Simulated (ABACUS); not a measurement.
Input of an ABACUS 3.10.1 run:

Contents of INPUT:

```
INPUT_PARAMETERS
suffix              Be
calculation         scf
basis_type          pw
pseudo_dir          ./
symmetry            1
dft_functional      pbe
ecutwfc             89
pseudo_rcut         10
nspin               1
nbands              6
ks_solver           dav
smearing_method     fd
smearing_sigma      0.00367493
scf_thr             1e-08
scf_nmax            100
mixing_type         broyden
mixing_beta         0.7
cal_force           1
cal_stress          1
kpar                4
```

File STRU:

```
ATOMIC_SPECIES
Be 9.0122 Be.upf

LATTICE_CONSTANT
1.8897261246

LATTICE_VECTORS
-1.2608980000 1.2156830000 1.2637960000
1.2607320000 -1.2308510000 1.2787980000
1.2654110000 1.2353640000 -1.2789640000

ATOMIC_POSITIONS
Direct

Be
0.0
1
0.0027900000 -0.0044980000 -0.0071800000 1 1 1
```

KPT

```
K_POINTS
0
Gamma
15 15 15 0 0 0
```

Potentials or basis: PseudoDojo NC SR 0.4.1 PBE standard, plane waves.

The run is started by

```sh
$ OMP_NUM_THREADS=1 mpirun -np 4 abacus > log
```

Problem. Estimate the pressure.

Solution. 0.1 GPa.

Problem. Estimate the band gap on the k mesh.

Solution. None (metal or under the smearing width).

Stress tensor (GPa, compression positive):
```
-0.78 -0.72  0.01
-0.72  2.48  2.41
 0.01  2.41 -1.34
```
